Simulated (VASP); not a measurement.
# Si12C11 (a cell with a defect) in VASP: further runs, part 3 of 3

VASP 6.6.1. Earlier steps stand in the parts before.

## 5. Single point, PBEsol, collinear spin, ferromagnetic start

The input, INCAR:

```
ALGO = Normal
EDIFF = 1E-5
ENCUT = 450
GGA = PS
ISIF = 2
ISMEAR = 0
ISPIN = 2
ISYM = 0
KPAR = 4
LASPH = T
LCHARG = F
LORBIT = 11
LREAL = Auto
LWAVE = F
MAGMOM = 0.25 0.25 0.25 0 0.25 0 0 0 0 0 0 0 0 0 0 0 0 0 0 0 0 0 0
NELECT = 91.0
NELM = 120
PREC = Accurate
SIGMA = 0.03
```

The input, KPOINTS:

```
k-points
0
Gamma
  2 3 3
```

The input, POSCAR:

```
Si12C11                                 
1.0
    0.0000000000      6.5370000000      6.5370000000
    4.3580000000      0.0000000000      4.3580000000
    4.3580000000      4.3580000000      0.0000000000
  Si              C             
    12    11
Direct
     0.9961082847863916    0.9968848571961597    0.9943669997777312
     0.9974659190233658    0.9955215487887729    0.5144482063876087
     0.9980182852837666    0.5155664667831300    0.9932661882040938
     0.9977907147871841    0.5028617988801265    0.5002390077049795
     0.3358413894099381    0.0014715168028655    0.9974234606753594
     0.3343055618378816    0.9997530260073042    0.4993910061056629
     0.3343294208388694    0.5023757347720558    0.9969058556898749
     0.3342037945520960    0.5022396562290855    0.4986664118994836
     0.6665802390495760    0.0006810153929240    0.9985988380270718
     0.6656614033494731    0.0001488064923502    0.5015230650747605
     0.6656203359106291    0.5042223410168549    0.9974178723648660
     0.6657843298568494    0.5027113287898192    0.5001971758476673
     0.0847204253591903    0.1292243104883420    0.6217282557437041
     0.0847684076516701    0.6241960776617136    0.1266079396017441
     0.0851644209843386    0.6239058529585806    0.6213454763743066
     0.4136524996350406    0.1281537528612292    0.1252852237886746
     0.4135395326648388    0.1285834762934965    0.6252454032430569
     0.4133920856307639    0.6292539086483961    0.1249970384372005
     0.4164428790802157    0.6268014293950430    0.6238725069911150
     0.7472334730908752    0.1287863414797902    0.1262069860695467
     0.7498230794516175    0.1277304567329737    0.6219885077997372
     0.7501566056397302    0.6239655633543986    0.1251855602203326
     0.7492759121257115    0.6271047329746054    0.6244230139714287
```

Potentials or basis: VASP PAW PBE potentials, release 64 (Si, C).

Started as:

```console
$ cat potpaw_PBE.64/Si/POTCAR potpaw_PBE.64/C/POTCAR > POTCAR
$ mpirun -np 4 vasp_std > vasp.out
```

OUTCAR:

```text
EDIFF = 1E-5
   ENCUT = 450
   GGA = PS
   ISIF = 2
   ISMEAR = 0
   ISPIN = 2
   ISYM = 0
   LASPH = T
   LORBIT = 11
   LREAL = Auto
   NELECT = 91.0
   NELM = 120
   PREC = Accurate

 ion  position               nearest neighbor table
   1  0.996  0.997  0.994-  13 1.88  14 1.88  20 1.88   2 2.96   3 2.96   9 3.02   4 3.08   4 3.08
                             7 3.09   6 3.09  10 3.09  11 3.09
   2  0.997  0.996  0.514-  21 1.87  15 1.87  13 1.87   3 2.95   1 2.96   9 3.02   8 3.08   4 3.08
                             6 3.08   4 3.09  10 3.09  12 3.10
   3  0.998  0.516  0.993-  22 1.87  15 1.87  14 1.87   2 2.95   1 2.96   9 3.03   8 3.08   4 3.08
                             7 3.08   4 3.09  11 3.10  12 3.10   5 3.15
   4  0.998  0.503  0.500-  23 1.88  15 1.88  14 1.88  13 1.88  11 3.07  10 3.07  12 3.07   2 3.08
                             3 3.08   1 3.08   1 3.08   3 3.09   2 3.09   8 3.10   6 3.11   7 3.11
   5  0.336  0.001  0.997-  16 1.87  17 1.87  18 1.87  10 3.05  11 3.06   9 3.06   7 3.08   8 3.08
                             6 3.08   6 3.08   8 3.08   7 3.08   3 3.15
   6  0.334  1.000  0.499-  19 1.88  17 1.88  16 1.88  13 1.88  12 3.06   7 3.07   8 3.07  10 3.07
                             9 3.08   5 3.08   2 3.08   5 3.08   1 3.09   8 3.09   7 3.10   4 3.11
   7  0.334  0.502  0.997-  19 1.88  18 1.88  16 1.88  14 1.88  12 3.06   6 3.07  11 3.07   8 3.07
                             5 3.08   3 3.08   9 3.08   5 3.08   1 3.09   8 3.09   6 3.10   4 3.11
   8  0.334  0.502  0.499-  19 1.88  15 1.88  17 1.88  18 1.88   6 3.07  12 3.07   7 3.07  11 3.08
                             2 3.08   3 3.08  10 3.08   5 3.08   5 3.08   7 3.09   6 3.09   4 3.10
   9  0.667  0.001  0.999-  21 1.90  22 1.90  20 1.90  16 1.91   1 3.02   2 3.02   3 3.03   5 3.06
                            11 3.07  10 3.07   6 3.08  12 3.08   7 3.08  12 3.08  10 3.09  11 3.10
  10  0.666  0.000  0.502-  23 1.88  21 1.88  20 1.89  17 1.90   5 3.05  11 3.06   4 3.07  12 3.07
                             9 3.07   6 3.07   8 3.08   1 3.09   2 3.09   9 3.09  12 3.09  11 3.11
  11  0.666  0.504  0.997-  23 1.88  22 1.88  20 1.89  18 1.90  10 3.06   5 3.06   4 3.07   9 3.07
                            12 3.07   7 3.07   8 3.08   1 3.09  12 3.09   9 3.10   3 3.10  10 3.11
  12  0.666  0.503  0.500-  23 1.88  19 1.88  21 1.89  22 1.89   7 3.06   6 3.06  11 3.07  10 3.07
                             4 3.07   8 3.07   9 3.08   9 3.08  10 3.09  11 3.09   2 3.10   3 3.10
  13  0.085  0.129  0.622-   2 1.87   1 1.88   4 1.88   6 1.88
  14  0.085  0.624  0.127-   3 1.87   1 1.88   4 1.88   7 1.88
  15  0.085  0.624  0.621-   2 1.87   3 1.87   4 1.88   8 1.88
  16  0.414  0.128  0.125-   5 1.87   6 1.88   7 1.88   9 1.91
  17  0.414  0.129  0.625-   5 1.87   6 1.88   8 1.88  10 1.90
  18  0.413  0.629  0.125-   5 1.87   7 1.88   8 1.88  11 1.90
  19  0.416  0.627  0.624-   6 1.88   7 1.88   8 1.88  12 1.88
  20  0.747  0.129  0.126-   1 1.88  10 1.89  11 1.89   9 1.90
  21  0.750  0.128  0.622-   2 1.87  10 1.88  12 1.89   9 1.90
  22  0.750  0.624  0.125-   3 1.87  11 1.88  12 1.89   9 1.90
  23  0.749  0.627  0.624-   4 1.88  11 1.88  10 1.88  12 1.88

IMPORTANT INFORMATION: All symmetrisations will be switched off!
NOSYMM: (Re-)initialisation of all symmetry stuff for point group C_1.

----------------------------------------------------------------------------------------

                                     Primitive cell

  volume of cell :     248.3036

  direct lattice vectors                    reciprocal lattice vectors
     0.000000000  6.537000000  6.537000000    -0.076487685  0.076487685  0.076487685
     4.358000000  0.000000000  4.358000000     0.114731528 -0.114731528  0.114731528
     4.358000000  4.358000000  0.000000000     0.114731528  0.114731528 -0.114731528

  length of vectors
     9.244714057  6.163142705  6.163142705     0.132480557  0.198720836  0.198720836

  position of ions in fractional coordinates (direct lattice)
     0.996108285  0.996884857  0.994367000
     0.997465919  0.995521549  0.514448206
     0.998018285  0.515566467  0.993266188
     0.997790715  0.502861799  0.500239008
     0.335841389  0.001471517  0.997423461
     0.334305562  0.999753026  0.499391006
[... 15 lines left out ...]
     0.750156606  0.623965563  0.125185560
[... 115 lines left out ...]
   IVDW    =     0    specifies the selected vdW correction
   LEPSILON=     F    determine dielectric tensor
   LRPA    =     F    only Hartree local field effects (RPA)
 spin polarized calculation
 Gauss-broadening in eV      SIGMA  =   0.03
  energy-cutoff  :      450.00
  volume of cell :      248.30
 maximum number of plane-waves:      5443
 NGX is ok and might be reduce to    64
   NGX = 31   NGY = 21   NGZ = 21

 number of electron      90.9999999 magnetization       0.1075986

 Free energy of the ion-electron system (eV)
  ---------------------------------------------------
  ext. energy  EPLUGINS =         0.00000000
  ---------------------------------------------------
  free energy    TOTEN  =      -186.66958371 eV

  energy without entropy =     -186.66773478  energy(sigma->0) =     -186.66865924

 E-fermi :   9.1551     XC(G=0): -11.3177

 val. band max:        9.1350532681   @ k =   0.5000   0.0000   0.3333
 cond. band min:       9.1681117862   @ k =   0.5000   0.3333   0.3333
 fundamental gap:      0.0330585181
 Fermi energy:         9.1550617054

 spin component 1

 k-point     1 :       0.0000    0.0000    0.0000
  band No.  band energies     occupation
      1      -7.4842      1.00000
      2      -5.5185      1.00000
      3      -5.4018      1.00000
      4      -4.0889      1.00000
      5      -4.0429      1.00000
      6      -3.8622      1.00000
[... 589 lines left out ...]
     56      13.2678      0.00000
     57      13.3504      0.00000
 Fermi energy:         9.1550617054

 spin component 2

 k-point     1 :       0.0000    0.0000    0.0000
  band No.  band energies     occupation
      1      -7.4803      1.00000
      2      -5.5157      1.00000
      3      -5.3967      1.00000
      4      -4.0853      1.00000
      5      -4.0384      1.00000
      6      -3.8603      1.00000
[... 589 lines left out ...]
     56      13.2813      0.00000
     57      13.3567      0.00000
 [bands above 57 left out]

------------------------ aborting loop because EDIFF is reached ----------------------------------------

  FORCE on cell =-STRESS in cart. coord.  units (eV):
  Direction    XX          YY          ZZ          XY          YZ          ZX
  --------------------------------------------------------------------------------------
  -------------------------------------------------------------------------------------
  Total      -13.0005434    -11.4776471    -11.3068406      1.8458772     -0.7619794      1.7217190
  in kB      -83.8859362    -74.0594558    -72.9573278     11.9105129     -4.9166677     11.1093828
  external PRESSURE =     -76.9675732 kB  Pullay stress =       0.0000000 kB

 VOLUME and BASIS-vectors are now :
 -----------------------------------------------------------------------------
  energy-cutoff  :      450.00
  volume of cell :      248.30
      direct lattice vectors                 reciprocal lattice vectors
     0.000000000  6.537000000  6.537000000    -0.076487685  0.076487685  0.076487685
     4.358000000  0.000000000  4.358000000     0.114731528 -0.114731528  0.114731528
     4.358000000  4.358000000  0.000000000     0.114731528  0.114731528 -0.114731528

 POSITION                                       TOTAL-FORCE (eV/Angst)
 -----------------------------------------------------------------------------------
      8.67788     10.84501     10.85598        -0.043273     -0.051370     -0.068371
      6.58045      8.76240     10.85892        -0.014429      0.141618      0.009109
      6.57549     10.85270      8.77088        -0.001977      0.011867      0.155708
      4.37151      8.70260      8.71403        -0.058976      0.023255      0.031018
      4.35318      6.54217      2.20181         0.176968     -0.010902     -0.015785
      6.53327      4.36170      6.54228         0.075646     -0.047789     -0.004482
[... 15 lines left out ...]
      3.26480      5.44933      7.62302         0.017089     -0.004903     -0.017280
      5.45416      7.61925      7.63094        -0.010265     -0.000821     -0.000167
 -----------------------------------------------------------------------------------
    total drift:                                0.001913      0.001899     -0.003489

  FREE ENERGIE OF THE ION-ELECTRON SYSTEM (eV)
  ---------------------------------------------------
  free  energy   TOTEN  =      -186.6695837145 eV

  energy  without entropy=     -186.6677347753  energy(sigma->0) =     -186.66865924

 total charge

# of ion       s       p       d       tot
------------------------------------------
    1        0.740   0.895   0.000   1.635
    2        0.740   0.894   0.000   1.633
    3        0.740   0.892   0.000   1.632
    4        0.703   0.966   0.000   1.669
    5        0.726   0.889   0.000   1.615
    6        0.705   0.966   0.000   1.671
[... 15 lines left out ...]
   22        0.836   1.682   0.000   2.518
   23        0.833   1.704   0.000   2.537
--------------------------------------------------
tot         17.796  29.764   0.000  47.559

 magnetization (x)

# of ion       s       p       d       tot
------------------------------------------
    1        0.005   0.013   0.000   0.018
    2        0.001   0.002   0.000   0.003
    3        0.001   0.001   0.000   0.003
    4        0.000  -0.000   0.000   0.000
    5        0.002   0.005   0.000   0.007
    6        0.000   0.000   0.000   0.000
[... 15 lines left out ...]
   22        0.000  -0.000   0.000  -0.000
   23        0.000   0.000   0.000   0.000
--------------------------------------------------
tot          0.013   0.030   0.000   0.043
```

Wall time 1.7 min (4 MPI ranks of AMD EPYC 9R45 (Zen 5), shared host); peak memory 0.53 GiB.

What came out:

```yaml
Free_energy: -186.6696 eV
Largest_force: 0.178 eV/Å
Band_gap_on_the_k_mesh: none (metal or under the smearing width)
Net_moment: 0.11 μB per cell
Valence_electrons_inside_the_program's_atomic_spheres: Si 1.64, 1.63, 1.67, 1.61, 1.66; C 2.52, 2.54, 2.51
```

Forces on the atoms (eV/Å):
```
Si  -0.043 -0.051 -0.068
Si  -0.014  0.142  0.009
Si  -0.002  0.012  0.156
Si  -0.059  0.023  0.031
Si   0.177 -0.011 -0.016
Si   0.076 -0.048 -0.004
Si   0.070 -0.011 -0.048
Si  -0.031 -0.021 -0.028
Si  -0.067  0.064  0.073
Si   0.037 -0.044  0.007
Si   0.041  0.008 -0.038
Si  -0.066 -0.008 -0.005
C   -0.008  0.004  0.034
C   -0.001  0.029  0.009
C    0.000  0.008  0.010
C   -0.080 -0.042 -0.034
C   -0.002  0.025 -0.018
C   -0.010 -0.001  0.006
C   -0.018  0.012  0.011
C   -0.016 -0.071 -0.067
C    0.011 -0.014 -0.001
C    0.017 -0.005 -0.017
C   -0.010 -0.001  0.000
```

Levels at points of the mesh, in eV from the Fermi level:
Spin up:
```
           k point  band 41  band 42  band 43  band 44  band 45  band 46  band 47  band 48  band 49  band 50
(0.00, 0.00, 0.00)    -2.22    -2.21    -1.84    -1.63    -1.62     0.16     0.58     1.17     1.56     1.56
(0.50, 0.00, 0.00)    -2.51    -2.13    -2.09    -1.72    -1.72     0.08     0.21     0.30     1.42     1.67
```
Spin down:
| k point | band 43 | band 44 | band 45 | band 46 | band 47 | band 48 |
| --- | --- | --- | --- | --- | --- | --- |
| (0.00, 0.00, 0.00) | -1.84 | -1.63 | -1.62 | 0.17 | 0.59 | 1.18 |
| (0.50, 0.00, 0.00) | -2.09 | -1.72 | -1.72 | 0.09 | 0.24 | 0.31 |

Caveat: the k mesh is coarse (spacing up to 0.42 Å⁻¹), so the values aren't converged; the cell is charged against a uniform background, so pressure and absolute levels hang on convention; the cutoff is under 1.25 times the usual one of these potentials, so pressure, stress and relaxed cells hold a basis-set (Pulay) error; the PAW data sets were made with another functional, which shifts forces and pressure a little.

## 6. Single point, LDA, collinear spin, ferromagnetic start

Changes to INCAR since step 5:

```diff
@@ -3,3 +3,3 @@
 ENCUT = 450
-GGA = PS
+GGA = CA
 ISIF = 2
@@ -17,2 +17,3 @@
 NELM = 120
+NUPDOWN = 1
 PREC = Accurate
```

KPOINTS is that of step 5.

POSCAR is that of step 5.

Potentials or basis: VASP PAW LDA potentials, release 64 (Si, C).

Started as:

```console
$ cat potpaw_LDA.64/Si/POTCAR potpaw_LDA.64/C/POTCAR > POTCAR
$ mpirun -np 4 vasp_std > vasp.out
```

Wall time 94 s (4 MPI ranks of AMD EPYC 9R45 (Zen 5), shared host); peak memory 0.37 GiB.

Results (log left out):

- Free energy: -194.6978 eV
- Largest force: 0.163 eV/Å
- Net moment: 1.00 μB per cell
- Site moments: Si +0.09, +0.08, +0.07, +0.00, +0.04, +0.01; C +0.02, +0.01, -0.00 μB
- Valence electrons inside the program's atomic spheres: Si 1.64, 1.65, 1.68, 1.63, 1.69, 1.67; C 2.52, 2.53, 2.54

Forces in eV/Å, atoms in the order of the input:
```
Si  -0.067 -0.100 -0.102
Si   0.082  0.086 -0.087
Si   0.094 -0.098  0.091
Si   0.007 -0.004 -0.002
Si  -0.083  0.099  0.086
Si   0.009 -0.012  0.030
Si   0.004  0.025 -0.009
Si  -0.021  0.000 -0.006
Si   0.000 -0.002  0.006
Si  -0.006 -0.024 -0.001
Si  -0.003  0.001 -0.019
Si  -0.007 -0.004  0.000
C   -0.007  0.003 -0.034
C   -0.003 -0.036  0.006
C    0.042  0.006  0.007
C   -0.018  0.003  0.010
C    0.010  0.015 -0.004
C   -0.001  0.014 -0.006
C   -0.006 -0.002 -0.003
C   -0.022  0.003  0.008
C   -0.001  0.024  0.003
C    0.009 -0.003  0.021
C   -0.011  0.006  0.006
```

Caveat: the k mesh is coarse (spacing up to 0.42 Å⁻¹), so the values aren't converged; the cell is charged against a uniform background, so pressure and absolute levels hang on convention; the cutoff is under 1.25 times the usual one of these potentials, so pressure, stress and relaxed cells hold a basis-set (Pulay) error; the total moment is fixed, so each spin has its own Fermi level.

## 7. Summary

```tsv
task	level	potentials or basis	fixed moment (μB)	cell	k mesh	mesh quality	moment (μB)	largest force (eV/Å)
single point	PBEsol	VASP PAW PBE potentials, release 64 (Si, C)	3	as given	3 × 4 × 4	not flagged	3.00	0.18
single point	PBEsol	VASP PAW PBE potentials, release 64 (Si, C)	1	as given	2 × 3 × 3	coarse	1.00	1.31
relaxation of the atoms	PBEsol	VASP PAW PBE potentials, release 64 (Si, C)	1	atoms relaxed from: atoms moved at random, drawn with an rms of 0.05 Å	2 × 3 × 3	coarse	1.00	0.02
single point	PBEsol	VASP PAW PBE potentials, release 64 (Si, C)	-	as given	2 × 3 × 3	coarse	0.11	0.18
single point	LDA	VASP PAW LDA potentials, release 64 (Si, C)	1	as given	2 × 3 × 3	coarse	1.00	0.16
```

Alike in all rows: spin collinear, ferromagnetic start; cutoff (eV) 450; smearing gaussian 0.03 eV.

Caveats: some runs use coarse meshes; the cell is charged against a uniform background, so pressure and absolute levels hang on convention; the cutoff is under 1.25 times the usual one of these potentials, so pressure, stress and relaxed cells hold a basis-set (Pulay) error; the PAW data sets were made with another functional, which shifts forces and pressure a little (some runs); the total moment is fixed, so each spin has its own Fermi level (some runs).

Absolute energies hang on the potentials; compare differences alone.
